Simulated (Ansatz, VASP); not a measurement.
Two plane-wave programs on Na2HF

```
CELL_PARAMETERS angstrom
3.29288 0.00000 0.00000
-1.64644 2.85172 0.00000
0.00000 0.00000 5.79966
ATOMIC_POSITIONS crystal
Na 0.66667 0.33333 0.25475
Na 0.66667 0.33333 0.74525
H 0.00000 0.00000 0.00000
F 0.33333 0.66667 0.50000
```

Alike in both runs: task relaxation of cell and atoms; functional PBE; k mesh 9 × 9 × 4; occupations gaussian, width 0.02 eV; no spin polarisation.

|  | VASP | Ansatz |
| --- | --- | --- |
| version | VASP 6.6.1 | Ansatz 0.2.0 |
| potentials or method | VASP PAW PBE potentials, release 64 (Na_pv, H, F) | scalar-relativistic, plane waves, PAW |
| plane-wave cutoff (eV) | 600 | 420 |
| valence electrons in the cell | 22 | 26 |

|  | VASP | Ansatz | Ansatz less VASP |
| --- | --- | --- | --- |
| gap on the k mesh at the Fermi level, each at its own relaxed structure (eV) | 3.20 | 3.20 | -0.007 |
| relaxed volume (Å³/atom) | 13.52 | 13.58 | +0.058 |
| relaxed cell length with the largest relative difference (Å) | 3.289 | 3.293 | +0.0048 |

The two sets of potentials don't hold the same shells in valence.

Caveats: an odd mesh through Γ misses points on the zone boundary, where band edges often lie. PBE gaps usually lie below the measured ones, often by a third to a half.
